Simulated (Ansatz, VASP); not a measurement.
**One calculation of LiF, two programs**

The input POSCAR:

```
LiF
1.0
    0.0000000000      2.1707747985      2.1707747985
    2.1707747985      0.0000000000      2.1707747985
    2.1707747985      2.1707747985      0.0000000000
Li F
1 1
Direct
    0.0000000000      0.0000000000      0.0000000000
    0.2500000000      0.2500000000      0.2500000000
```

The input INCAR.step1:

```
PREC     = Accurate       # precision mode
ENCUT    = 520            # plane-wave cutoff, eV
ISMEAR   = 0              # smearing method
SIGMA    = 0.01           # smearing width, eV
LREAL    = False          # projectors in reciprocal space
LASPH    = True           # aspherical terms in the spheres
NELM     = 60             # most SCF steps
NBANDS   = 12             # bands
GGA      = PE             # functional
ALGO     = Normal         # electronic algorithm
EDIFF    = 1E-4           # SCF threshold, eV
LWAVE    = True           # write WAVECAR
LCHARG   = False          # write CHGCAR
```

INCAR.step2

```
PREC     = Accurate       # precision mode
ENCUT    = 520            # plane-wave cutoff, eV
EDIFF    = 1E-7           # SCF threshold, eV
ISMEAR   = 0              # smearing method
SIGMA    = 0.01           # smearing width, eV
LREAL    = False          # projectors in reciprocal space
LASPH    = True           # aspherical terms in the spheres
NELM     = 60             # most SCF steps
ALGO     = Normal         # electronic algorithm
ISIF     = 2              # what is computed and relaxed
LWAVE    = False          # write WAVECAR
LCHARG   = False          # write CHGCAR
METAGGA  = R2SCAN         # meta-GGA
LMIXTAU  = True         
NBANDS   = 12             # bands
ISTART   = 1
```

KPOINTS

```
Automatic mesh
0
Gamma
  10 10 10
```

Input for Ansatz:

```yaml
crystal:
  lattice:
    - [0.0, 2.1707747985, 2.1707747985]
    - [2.1707747985, 0.0, 2.1707747985]
    - [2.1707747985, 2.1707747985, 0.0]
  atoms:
    - { symbol: Li, position: [0.0, 0.0, 0.0] }
    - { symbol: F, position: [0.25, 0.25, 0.25] }
kpoints:
  mp_grid: { grid: [10, 10, 10] }
  band_path:
    path:
      - [0.0, 0.0, 0.0]
      - [-0.5, -0.5, 0.0]
      - [-0.375, -0.375, 0.25]
      - [-0.375, 0.0, 0.375]
      - [0.0, 0.0, 0.5]
      - [-0.5, -0.25, 0.25]
    npoints: 1
hamiltonian:
  xc: r2scan
scf:
  occupations: { method: fixed }
  n_extra_bands: 4
output:
  forces: true
  stress: true
  eigenvalues: true
```

Change from the starting cell: hydrostatic strain +1.2%.

Alike in both runs: task single point; functional r2SCAN; k mesh 10 × 10 × 10; no spin polarisation.

```csv
,VASP,Ansatz
version,VASP 6.6.1,Ansatz 0.2.0
potentials or method,"VASP PAW PBE potentials, release 64 (Li_sv, F)","plane waves, PAW"
plane-wave cutoff (eV),520,500
occupations,"gaussian, width 0.01 eV",fixed
valence electrons in the cell,10,10
```

```tsv
	VASP	Ansatz	Ansatz less VASP
gap on the k mesh at the Fermi level (eV)	8.56	8.46	-0.101
```

 A k mesh can miss the band edges.
